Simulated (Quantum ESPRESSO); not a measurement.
## BaTiO3 in Quantum ESPRESSO: the effect of functional

Crystal: BaTiO3.

```xyz
5
Lattice="4.0060 0.0000 0.0000 0.0000 4.0060 0.0000 0.0000 0.0000 4.0060" Properties=species:S:1:pos:R:3 pbc="T T T"
Ba    2.0030    2.0030    2.0030
Ti    0.0000    0.0000    0.0000
O     0.0000    0.0000    2.0030
O     0.0000    2.0030    0.0000
O     2.0030    0.0000    0.0000
```

Alike in all runs:

| Property | Result |
| --- | --- |
| Program | Quantum ESPRESSO 7.5 |
| Task | phonons |
| Cutoff | 612 eV |
| Density cutoff | 4898 eV |
| k mesh | 4 × 4 × 4, shifted |
| Occupations | fermi-dirac, width 0.05 eV |
| Spin | no spin polarisation |

Each run relaxes the cell or the atoms first.

```csv
functional,potentials or basis,relaxed volume (Å³/atom),dielectric constant (mean),highest phonon frequency (cm⁻¹)
LDA,GBRV 1.5 LDA,?,?,?
RPBE,GBRV 1.5 PBE,13.38,6.43,446
WC,GBRV 1.5 PBE,12.63,6.47,468
revPBE,GBRV 1.5 PBE,13.29,6.44,448
vdW-DF-cx,GBRV 1.5 PBE,12.68,6.42,470
```

**Question.** What does the run with functional LDA give?

**Answer.** Relaxed volume 12.27 Å³/atom; dielectric constant 6.46 mean; highest phonon frequency 480 cm⁻¹.

Caveats: some modes are imaginary; the potentials were made for another functional, which shifts forces and pressure (some runs).

Runs at the PBE level aren't shown here.
